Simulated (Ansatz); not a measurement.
As: energy against volume and a worked fit

```xyz
1
Lattice="2.7037 0.0000 0.0000 0.0000 2.7037 0.0000 0.0000 0.0000 2.7037" Properties=species:S:1:pos:R:3 pbc="T T T"
As    1.3518    1.3518    1.3518
```

This isn't the form of As at room conditions, which is rhombohedral.

The cell was scaled at fixed shape and fractions and run with Ansatz, all-electron LAPW, scalar-relativistic; PBEsol, k mesh 10 × 10 × 10 on the cell of 1 atom, fermi-dirac occupations of 0.05 eV, no spin polarisation, no spin-orbit coupling. Energies are those that the program minimises, any entropy of the smearing included. For a metal such a mesh isn't converged to the digits shown.

```csv
V (Å³/atom),energy over the lowest row (meV/atom)
18.5778,11.07
18.9731,?
19.3684,0.00
19.7636,1.68
20.1589,7.52
20.5542,17.10
20.9494,30.05
```

Q: Fit the third-order Birch-Murnaghan form, give V0, B0 and B′, and predict the energy left open.

A: With y = (V0/V)^(2/3), E = E0 + (9 V0 B0/16) [(y - 1)³ B′ + (y - 1)² (6 - 4y)]. Least squares through the rows shown give V0 = 19.4162 Å³/atom, E0 = -0.03 meV, B0 = 90.96 GPa (1 eV/Å³ = 160.218 GPa) and B′ = 4.25, with a largest miss of 0.01 meV. At V = 18.9731 the form with these constants gives 2.96 meV; the run gave 2.94 meV an atom.

The curve describes simple cubic arsenic, with a smooth minimum near 19.4162 Å³/atom and a steeper rise on compression than on expansion. This asymmetry, expressed by the positive B′, is the usual one: squeezing the atoms together raises the kinetic energy and the Pauli repulsion quickly, while stretching weakens the bonding more gradually.

Each atom has six equal neighbours, bound mainly through p orbitals. With three p electrons per atom, the roughly half-filled p bands favour a Peierls-type distortion into three shorter and three longer contacts, which gives the layered rhombohedral structure. A cell of one atom held cubic can't pair its atoms in this way, so the minimum is one against uniform scaling only and doesn't show that the cubic form is stable at zero pressure. Compression is known to favour the cubic form, as the short and long contacts become more alike.

The close prediction of the omitted energy supports interpolation within the sampled volumes, but doesn't test the fit at the stronger compression where this phase is found.
